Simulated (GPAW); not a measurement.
CaO:

```
CELL_PARAMETERS angstrom
0.00000 2.40356 2.40356
2.40356 0.00000 2.40356
2.40356 2.40356 0.00000
ATOMIC_POSITIONS crystal
Ca 0.00000 0.00000 0.00000
O 0.50000 0.50000 0.50000
```

The cell is a database's computed one.

Base run:

| Property | Result |
| --- | --- |
| Program | GPAW 26.7.0 |
| Functional | PBEsol |
| Potentials or basis | PAW data sets generated in the run's folder for this functional |
| Cutoff | 800 eV |
| Basis | pw |
| k mesh | 10 × 10 × 10 |
| Occupations | fermi-dirac, width 0.05 eV |
| Spin | no spin polarisation |

Its results: band gap on the k mesh 3.59 eV, indirect (least direct gap 3.97 eV); pressure -2.1 GPa.

Question: The run is repeated on the same cell with these changes: functional from PBEsol to BLYP. What comes out?

Answer: Band gap on the k mesh 3.78 eV, indirect (least direct gap 4.15 eV); pressure 4.8 GPa.

BLYP binds less tightly than PBEsol, so the same cell stands under more pressure.

Not every run made on this cell is shown here.
